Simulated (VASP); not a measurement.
Here is a VASP 6.6.1 calculation.

File INCAR:

```
SYSTEM = MgO
PREC = Accurate ; ENCUT = 520
EDIFF = 1E-6 ; ISMEAR = -1
SIGMA = 0.02 ; LREAL = .False.
LASPH = .True. ; NELM = 60
ALGO = Normal ; ISIF = 2
LWAVE = .False. ; LCHARG = .False.
GGA = PE ; NBANDS = 11
```

The input KPOINTS:

```
Automatic mesh
0
Gamma
  10 10 10
  0 0 0
```

File POSCAR:

```
MgO
1.0
    0.0000000000      2.2820056624      2.3851523183
    2.2820056624      0.0000000000      2.3851523183
    2.2820056624      2.2820056624      0.0000000000
Mg O
1 1
Direct
    0.0000000000      0.0000000000      0.0000000000
    0.2500000000      0.2500000000      0.2500000000
```

Potentials or basis: VASP PAW PBE potentials, release 64 (Mg, O).

The run is started by

```bash
$ cat potpaw_PBE.64/Mg/POTCAR potpaw_PBE.64/O/POTCAR > POTCAR
$ mpirun -np 1 vasp_std > vasp.out
```

What does it give for the band gap on the k mesh?

3.35 eV, indirect (least direct gap 3.35 eV).

Predict the pressure.

-1.9 GPa.

Stress tensor (GPa, compression positive):
```
-1.11  0.00  0.00
 0.00 -1.11  0.00
 0.00  0.00 -3.47
```
